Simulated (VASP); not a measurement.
# PtS2 (P-3m1) in VASP: a series of runs

The runs below take PtS2 through relaxation of cell and atoms, with RPBE, revPBE.

Program: VASP 6.6.1. These are calculated values, not measurements. Logs are shortened: lines on timing, memory, paths and dates and some standing lists are left out, and cuts for length are marked.

## (1) The structure

It takes space group P-3m1 (No. 164, trigonal). Conventional cell: a = 3.543 Å, b = 3.543 Å, c = 5.039 Å, α = 90.00°, β = 90.00°, γ = 120.00°. Pt (site symmetry -3m) is surrounded by 6 S at 2.34 Å. S (site symmetry 3m) is surrounded by 3 Pt at 2.34 Å.

## (2) Relaxation of cell and atoms, RPBE

INCAR reads:

```
ALGO = Normal
EDIFF = 1E-7
EDIFFG = -0.01
ENCUT = 600
GGA = RP
IBRION = 2
ISIF = 3
ISMEAR = -1
LASPH = True
LCHARG = False
LREAL = False
LWAVE = False
NELM = 80
NSW = 40
PREC = Accurate
SIGMA = 0.05
```

KPOINTS reads:

```
k-points
0
Gamma
  9 9 5
```

POSCAR reads:

```
PtS2
1.0
    3.5432000000      0.0000000000      0.0000000000
   -1.7716000000      3.0685012107      0.0000000000
    0.0000000000      0.0000000000      5.0388000000
Pt S
1 2
Direct
    0.0000000000      0.0000000000      0.0000000000
    0.6666666667      0.3333333333      0.7730000000
    0.3333333333      0.6666666667      0.2270000000
```

Potentials or basis: VASP PAW PBE potentials, release 64 (Pt, S).

On the command line:

```sh
$ cat potpaw_PBE.64/Pt/POTCAR potpaw_PBE.64/S/POTCAR > POTCAR
$ mpirun -np 1 vasp_std > vasp.out
```

OUTCAR:

```text
EDIFF = 1E-7
   EDIFFG = -0.01
   ENCUT = 600
   GGA = RP
   IBRION = 2
   ISIF = 3
   ISMEAR = -1
   LASPH = True
   LREAL = False
   NELM = 80
   NSW = 40
   PREC = Accurate

 ion  position               nearest neighbor table
   1  0.000  0.000  0.000-   2 2.34   3 2.34   2 2.34   3 2.34   2 2.34   3 2.34
   2  0.667  0.333  0.773-   1 2.34   1 2.34   1 2.34
   3  0.333  0.667  0.227-   1 2.34   1 2.34   1 2.34

  LATTYP: Found a hexagonal cell.
 ALAT       =     3.5432000000
 C/A-ratio  =     1.4221043125

  Lattice vectors:

 A1 = (   3.5432000000,   0.0000000000,   0.0000000000)
 A2 = (  -1.7716000000,   3.0685012107,   0.0000000000)
 A3 = (   0.0000000000,   0.0000000000,   5.0388000000)

Analysis of symmetry for initial positions (statically):
=====================================================================
 Subroutine PRICEL returns:
 Original cell was already a primitive cell.

 Routine SETGRP: Setting up the symmetry group for a
 hexagonal supercell.

 Subroutine GETGRP returns: Found 12 space group operations
 (whereof 12 operations were pure point group operations)
 out of a pool of 24 trial point group operations.

The static configuration has the point symmetry D_3d.

Analysis of symmetry for dynamics (positions and initial velocities):
=====================================================================
 Subroutine PRICEL returns:
 Original cell was already a primitive cell.

 Routine SETGRP: Setting up the symmetry group for a
 hexagonal supercell.

 Subroutine GETGRP returns: Found 12 space group operations
 (whereof 12 operations were pure point group operations)
 out of a pool of 24 trial point group operations.

The dynamic configuration has the point symmetry D_3d.

 Subroutine INISYM returns: Found 12 space group operations
 (whereof 12 operations are pure point group operations),
 and found     1 'primitive' translations

----------------------------------------------------------------------------------------

                                     Primitive cell

  volume of cell :      54.7834

  direct lattice vectors                    reciprocal lattice vectors
     3.543200000  0.000000000  0.000000000     0.282230752  0.162946001  0.000000000
    -1.771600000  3.068501211  0.000000000     0.000000000  0.325892001  0.000000000
     0.000000000  0.000000000  5.038800000     0.000000000  0.000000000  0.198459951

  length of vectors
     3.543200000  3.543200000  5.038800000     0.325892001  0.325892001  0.198459951

  position of ions in fractional coordinates (direct lattice)
     0.000000000  0.000000000  0.000000000
     0.666666667  0.333333333  0.773000000
     0.333333333  0.666666667  0.227000000

  ion indices of the primitive-cell ions
   primitive index   ion index
                 1           1
                 2           2
                 3           3

----------------------------------------------------------------------------------------

 KPOINTS: k-points

Automatic generation of k-mesh.
 Grid dimensions read from file:
 generate k-points for:    9    9    5

 Generating k-lattice:

  Cartesian coordinates                     Fractional coordinates (reciprocal lattice)
     0.031358972  0.018105111  0.000000000     0.111111111  0.000000000  0.000000000
     0.000000000  0.036210222  0.000000000     0.000000000  0.111111111  0.000000000
     0.000000000  0.000000000  0.039691990     0.000000000  0.000000000  0.200000000

  Length of vectors
     0.036210222  0.036210222  0.039691990

  Shift w.r.t. Gamma in fractional coordinates (k-lattice)
     0.000000000  0.000000000  0.000000000

 Subroutine IBZKPT returns following result:
 ===========================================

 Found     50 irreducible k-points:

 Following reciprocal coordinates:
            Coordinates               Weight
  0.000000  0.000000  0.000000      1.000000
  0.111111 -0.000000  0.000000      6.000000
  0.222222  0.000000  0.000000      6.000000
  0.333333  0.000000  0.000000      6.000000
  0.444444  0.000000  0.000000      6.000000
  0.111111  0.111111  0.000000      6.000000
[... 16 lines left out ...]
  0.222222  0.111111  0.200000     12.000000
 -0.111111  0.333333  0.200000     12.000000
 [... further k-points ...]
   k-points           NKPTS =     50   k-points in BZ     NKDIM =     50   number of bands    NBANDS=     15
   number of dos      NEDOS =    301   number of ions     NIONS =      3
   total plane-waves  NPLWV =  31360
   dimension x,y,z NGX =    28 NGY =   28 NGZ =   40
   dimension x,y,z NGXF=    56 NGYF=   56 NGZF=   80
   ions per type =               1   2
   NGX,Y,Z   is equivalent  to a cutoff of  13.14, 13.14, 13.20 a.u.
   NGXF,Y,Z  is equivalent  to a cutoff of  26.28, 26.28, 26.39 a.u.
 SYSTEM =  unknown system
   PREC   = accura    normal or accurate (medium, high low for compatibility)
   ISTART =      0    job   : 0-new  1-cont  2-samecut
   ICHARG =      2    charge: 1-file 2-atom 10-const
   ISPIN  =      1    spin polarized calculation?
   LNONCOLLINEAR =      F non collinear calculations
   LSORBIT =      F    spin-orbit coupling
   LASPH  =      T    aspherical Exc in radial PAW
   ENCUT  =  600.0 eV  44.10 Ry    6.64 a.u.   7.08  7.08 10.06*2*pi/ulx,y,z
   NELM   =     80;   NELMIN=  2; NELMDL= -5     # of ELM steps
   EDIFF  = 0.1E-06   stopping-criterion for ELM
   LREAL  =      F    real-space projection
   EDIFFG = -.1E-01   stopping-criterion for IOM
   NSW    =     40    number of steps for IOM
   IBRION =      2    ionic relax: 0-MD 1-quasi-New 2-CG
   NFREE  =      1    steps in history (QN), initial steepest desc. (CG)
   ISIF   =      3    stress and relaxation
   ISYM   =      2    0-nonsym 1-usesym 2-fastsym
   POTIM  = 0.5000    time-step for ionic-motion
   TEBEG  =    0.0;   TEEND  =   0.0 temperature during run
   PSTRESS=    0.0 pullay stress
   NELECT =      22.0000    total number of electrons
   NUPDOWN=      -1.0000    fix difference up-down
   EMIN   =  10.00;   EMAX   =-10.00  energy-range for DOS
   EFERMI =   0.00;   METHOD = LEGACY
   ISMEAR =    -1;   SIGMA  =   0.05  broadening in eV -4-tet -1-fermi 0-gaus
   EFERMI_NEDOS =   21; number of points for ismear=-14 and -15
   IALGO  =     38    algorithm
   IMIX   =      4    mixing-type and parameters
     AMIX     =   0.40;   BMIX     =  1.00
     AMIX_MAG =   1.60;   BMIX_MAG =  1.00
  volume/ion in A,a.u.               =      18.26       123.23
  Fermi-wavevector in a.u.,A,eV,Ry     =   1.207812  2.282434 19.848315  1.458810
  Thomas-Fermi vector in A             =   2.343439
   LORBIT       =      0    0 simple, 1 ext, 2 COOP (PROOUT), +10 PAW based schemes
   GGA     = RP    functional components
   LHFCALC =     F    Hartree Fock is set to
   AEXX    =    0.0000 exact exchange contribution
   IVDW    =     0    specifies the selected vdW correction
   LEPSILON=     F    determine dielectric tensor
   LRPA    =     F    only Hartree local field effects (RPA)
 conjugate gradient relaxation of ions
 non-spin polarized calculation
  energy-cutoff  :      600.00
  volume of cell :       54.78
 maximum number of plane-waves:      1863
   NGX = 15   NGY = 15   NGZ = 21

--------------------------------------- Ionic step        1  -------------------------------------------

 number of electron      22.0000001 magnetization

 Free energy of the ion-electron system (eV)
  ---------------------------------------------------
  ext. energy  EPLUGINS =         0.00000000
  ---------------------------------------------------
  free energy    TOTEN  =       -13.90465814 eV

  energy without entropy =      -13.90465578  energy(sigma->0) =      -13.90465696

------------------------ aborting loop because EDIFF is reached ----------------------------------------

  FORCE on cell =-STRESS in cart. coord.  units (eV):
  Direction    XX          YY          ZZ          XY          YZ          ZX
  --------------------------------------------------------------------------------------
  -------------------------------------------------------------------------------------
  Total        4.8737928      4.8737928      4.3641902     -0.0000000      0.0000000      0.0000000
  in kB      142.5373103    142.5373103    127.6336420     -0.0000000      0.0000000      0.0000000
  external PRESSURE =     137.5694209 kB  Pullay stress =       0.0000000 kB
[... 962 lines left out ...]
      1      -8.8140      2.00000
      2      -7.7683      2.00000
      3      -1.0678      2.00000
      4      -0.8574      2.00000
      5      -0.3179      2.00000
      6       0.1841      2.00000
      7       0.8180      2.00000
      8       2.0751      2.00000
      9       3.2883      2.00000
     10       3.5114      2.00000
     11       4.2898      2.00000
     12       5.8871      0.00000
     13       6.5715      0.00000
     14      10.6425      0.00000
     15      12.5006      0.00000

 [... further k-points ...]

[... ionic steps 4 to 15 ...]

--------------------------------------- Ionic step       16  -------------------------------------------

 number of electron      21.9999989 magnetization

------------------------ aborting loop because EDIFF is reached ----------------------------------------

  FORCE on cell =-STRESS in cart. coord.  units (eV):
  Direction    XX          YY          ZZ          XY          YZ          ZX
  --------------------------------------------------------------------------------------
  -------------------------------------------------------------------------------------
  Total       -0.2910427     -0.2910427      0.2347352      0.0000000     -0.0000000      0.0000000
  in kB       -5.9395821     -5.9395821      4.7904611      0.0000000     -0.0000000      0.0000000
  external PRESSURE =      -2.3629011 kB  Pullay stress =       0.0000000 kB
[... 59 lines left out ...]
  energy  without entropy=      -14.2707279006  energy(sigma->0) =      -14.27072791

--------------------------------------- Ionic step       18  -------------------------------------------

 number of electron      21.9999988 magnetization

 Free energy of the ion-electron system (eV)
  ---------------------------------------------------
  ext. energy  EPLUGINS =         0.00000000
  ---------------------------------------------------
  free energy    TOTEN  =       -14.27077037 eV

  energy without entropy =      -14.27077036  energy(sigma->0) =      -14.27077037

 E-fermi :   3.1347     XC(G=0):  -8.1601

 val. band max:        2.2435662638   @ k =   0.0000   0.1111   0.4000
 cond. band min:       3.9471909256   @ k =   0.0000   0.2222   0.4000
 fundamental gap:      1.7036246618
 Fermi energy:         3.1347332327

 k-point     1 :       0.0000    0.0000    0.0000
  band No.  band energies     occupation
      1     -11.6225      2.00000
      2      -9.4600      2.00000
      3      -3.1882      2.00000
      4      -3.1882      2.00000
      5      -2.8561      2.00000
      6      -0.5430      2.00000
      7      -0.5430      2.00000
      8       1.3888      2.00000
      9       1.8236      2.00000
     10       1.9373      2.00000
     11       1.9373      2.00000
     12       5.3587      0.00000
[... 447 lines left out ...]
  FREE ENERGIE OF THE ION-ELECTRON SYSTEM (eV)
  ---------------------------------------------------
  free  energy   TOTEN  =       -14.2707703742 eV

  energy  without entropy=      -14.2707703628  energy(sigma->0) =      -14.27077037

 reached required accuracy - stopping structural energy minimisation
```

It took 7.9 min on 1 thread of Intel Xeon Platinum 8488C (Sapphire Rapids), shared host; peak memory 0.22 GiB.

What came out:

```yaml
Free_energy: -14.2708 eV
Relaxed_volume: 26.25 Å³/atom
Relaxed_cell: a = 3.597 Å, b = 3.597 Å, c = 7.027 Å, α = 90.00°, β = 90.00°, γ = 120.00°
Space_group_after_relaxing_to_0.05_Å: P-3m1 (No. 164)
Energy_gained_by_relaxing: 122.0 meV/atom
Ionic_steps: 18
Pressure_after_relaxing: 0.0 GPa
Band_gap_on_the_k_mesh: 1.70 eV, indirect (least direct gap 1.72 eV)
```

The path:
```
step  energy change (eV)  largest force (eV/Å)  pressure (GPa)  volume (Å³)
   1              0.0000                1.2686           13.76        54.78
   2              0.2798                1.6358          -12.73        68.18
   3             -0.2067                0.1622           -0.26        59.51
   4             -0.2071                0.1166            0.16        59.32
   5             -0.2071                0.0938            0.38        59.23
   6             -0.2223                0.1583            0.41        59.63
   7             -0.2489                0.3474            0.53        60.76
   8             -0.2517                0.4326            0.59        61.25
   9             -0.2655                0.4091            0.45        62.05
  10             -0.3009                0.3226            0.21        64.46
  11             -0.3463                0.0878            0.32        69.33
  12             -0.3314                0.6362            2.15        79.27
  13             -0.3508                0.4063            1.64        75.43
  14             -0.3598                0.1654           -0.02        77.98
  15             -0.3599                0.1248           -0.29        78.43
  16             -0.3624                0.0962           -0.24        78.51
  17             -0.3661                0.0100           -0.06        78.73
  18             -0.3661                0.0003           -0.04        78.75
```

Final structure:
```yaml
crystal:
  lattice:
    - [3.59735, 0.00000, 0.00000]
    - [-1.79867, 3.11539, 0.00000]
    - [0.00000, 0.00000, 7.02689]
  atoms:
    - { symbol: Pt, position: [0.00000, 0.00000, 0.00000] }
    - { symbol: S, position: [0.66667, 0.33333, 0.82527] }
    - { symbol: S, position: [0.33333, 0.66667, 0.17473] }
```

Caveat: the volume moved by over 15 % at a fixed basis, so the end points are rough; the PAW data sets were made with another functional, which shifts forces and pressure a little; spin-orbit coupling is left out, which moves the levels of the heavy elements; an odd mesh through Γ misses points on the zone boundary, where band edges often lie; this functional lacks dispersion, which binds the layers, so the pressure and a relaxed spacing across them are unreliable, and here the layers came unbound; the volume moved by +44 % from the deposited cell, more than functionals usually miss. RPBE and its kin give volumes clearly too large for solids.

## (3) Relaxation of cell and atoms, revPBE

INCAR reads:

```
ALGO     = Fast           # electronic algorithm
EDIFF    = 1E-6           # SCF threshold, eV
EDIFFG   = -0.005         # ionic threshold
ENCUT    = 600            # plane-wave cutoff, eV
GGA      = RE             # functional
IBRION   = 2              # ionic algorithm
ISIF     = 3              # what is computed and relaxed
ISMEAR   = -1             # smearing method
LASPH    = True           # aspherical terms in the spheres
LCHARG   = False          # write CHGCAR
LREAL    = False          # projectors in reciprocal space
LWAVE    = False          # write WAVECAR
NELM     = 60             # most SCF steps
NSW      = 60             # ionic steps
PREC     = Accurate       # precision mode
SIGMA    = 0.05           # smearing width, eV
```

KPOINTS is that of step 2.

POSCAR is that of step 2.

Potentials or basis: VASP PAW PBE potentials, release 64 (Pt, S).

On the command line:

```sh
$ cat potpaw_PBE.64/Pt/POTCAR potpaw_PBE.64/S/POTCAR > POTCAR
$ mpirun -np 1 vasp_std > vasp.out
```

It took 8.4 min on 1 thread of Intel Xeon Platinum 8488C (Sapphire Rapids), shared host; peak memory 0.22 GiB.

It converged, with:

| Item | Value |
| --- | --- |
| Free energy | -14.4268 eV |
| Relaxed volume | 26.18 Å³/atom |
| Relaxed cell | a = 3.591 Å, b = 3.591 Å, c = 7.032 Å, α = 90.00°, β = 90.00°, γ = 120.00° |
| Space group after relaxing (to 0.05 Å) | P-3m1 (No. 164) |
| Energy gained by relaxing | 109.3 meV/atom |
| Ionic steps | 24 |
| Pressure after relaxing | 0.0 GPa |
| Band gap on the k mesh | 1.71 eV, indirect (least direct gap 1.73 eV) |

Step by step:
| step | energy change (eV) | largest force (eV/Å) | pressure (GPa) | volume (Å³) |
| --- | --- | --- | --- | --- |
| 1 | 0.0000 | 1.2510 | 13.04 | 54.78 |
| 2 | 0.2719 | 1.5812 | -12.72 | 67.43 |
| 3 | -0.1868 | 0.1163 | -0.27 | 59.21 |
| 4 | -0.1871 | 0.0735 | 0.09 | 59.05 |
| 5 | -0.1871 | 0.0512 | 0.29 | 58.96 |
| 6 | -0.1996 | 0.1225 | 0.35 | 59.28 |
| 7 | -0.2183 | 0.3221 | 0.49 | 60.17 |
| 8 | -0.2322 | 0.2901 | 0.39 | 61.03 |
| 9 | -0.2665 | 0.1596 | 0.31 | 63.62 |
| 10 | -0.3011 | 0.1798 | 0.89 | 68.88 |
| 11 | -0.2020 | 1.2014 | 3.90 | 79.63 |
| 12 | -0.2803 | 0.6379 | 2.58 | 71.66 |
| 13 | -0.2836 | 0.6121 | 2.35 | 72.13 |
| 14 | -0.2914 | 0.5322 | 1.64 | 73.53 |
| 15 | -0.2994 | 0.3857 | 0.39 | 76.37 |
| 16 | -0.2899 | 0.1459 | -1.58 | 82.16 |
| 17 | -0.2984 | 0.3240 | -0.22 | 78.22 |
| 18 | -0.3021 | 0.2993 | -0.21 | 78.26 |
| 19 | -0.3119 | 0.2296 | -0.21 | 78.36 |
| 20 | -0.3245 | 0.0889 | -0.21 | 78.56 |
| 21 | -0.3215 | 0.2053 | -0.24 | 78.87 |
| 22 | -0.3279 | 0.0342 | -0.23 | 78.70 |
| 23 | -0.3280 | 0.0054 | 0.05 | 78.50 |
| 24 | -0.3280 | 0.0003 | 0.01 | 78.53 |

Final structure:
```
CELL_PARAMETERS angstrom
3.59091 0.00000 0.00000
-1.79545 3.10982 0.00000
0.00000 0.00000 7.03229
ATOMIC_POSITIONS crystal
Pt 0.00000 0.00000 0.00000
S 0.66667 0.33333 0.82556
S 0.33333 0.66667 0.17444
```

Levels at points of the mesh, in eV from the valence-band top:
| k point | band 8 | band 9 | band 10 | band 11 | band 12 | band 13 | band 14 | band 15 |
| --- | --- | --- | --- | --- | --- | --- | --- | --- |
| (0.00, 0.00, 0.00) | -0.86 | -0.44 | -0.31 | -0.31 | 3.13 | 3.13 | 5.42 | 6.12 |

Caveat: the volume moved by over 15 % at a fixed basis, so the end points are rough; the PAW data sets were made with another functional, which shifts forces and pressure a little; spin-orbit coupling is left out, which moves the levels of the heavy elements; an odd mesh through Γ misses points on the zone boundary, where band edges often lie; this functional lacks dispersion, which binds the layers, so the pressure and a relaxed spacing across them are unreliable, and here the layers came unbound; the volume moved by +43 % from the deposited cell, more than functionals usually miss.

## (4) For comparison

An earlier run on the cell as given: functional PBEsol; potentials or basis VASP PAW PBE potentials, release 64 (Pt, S); cutoff 520 eV; k mesh 9 × 9 × 5; occupations fermi-dirac, width 0.05 eV; no spin polarisation.

* Pressure: 6.1 GPa
* Largest force: 0.930 eV/Å
* Band gap on the k mesh: 0.96 eV, indirect (least direct gap 1.00 eV)

## (5) The runs side by side

```tsv
task	level	cell	cutoff (eV)	ladder	gap on the mesh (eV)	pressure (GPa)	relaxed volume (Å³/atom)
relaxation of cell and atoms	RPBE	relaxed	600	-	1.70	0.0	26.25
relaxation of cell and atoms	revPBE	relaxed	600	-	1.71	0.0	26.18
single point	PBEsol	as given	520	free	0.96	6.1	-
```

Alike in all rows: potentials or basis VASP PAW PBE potentials, release 64 (Pt, S); no spin polarisation; k mesh 9 × 9 × 5; smearing fermi-dirac 0.05 eV.

Caveats: the PAW data sets were made with another functional, which shifts forces and pressure a little; spin-orbit coupling is left out, which moves the levels of the heavy elements; an odd mesh through Γ misses points on the zone boundary, where band edges often lie; the volume moved by over 15 % at a fixed basis, so the end points are rough (some runs); this functional lacks dispersion, which binds the layers, so the pressure and a relaxed spacing across them are unreliable, and here the layers came unbound (some runs); the volume moved by +44 % from the deposited cell, more than functionals usually miss (some runs); the volume moved by +43 % from the deposited cell, more than functionals usually miss (some runs).

Total energies depend on the potentials used, so only differences within one code and one set of settings carry meaning.
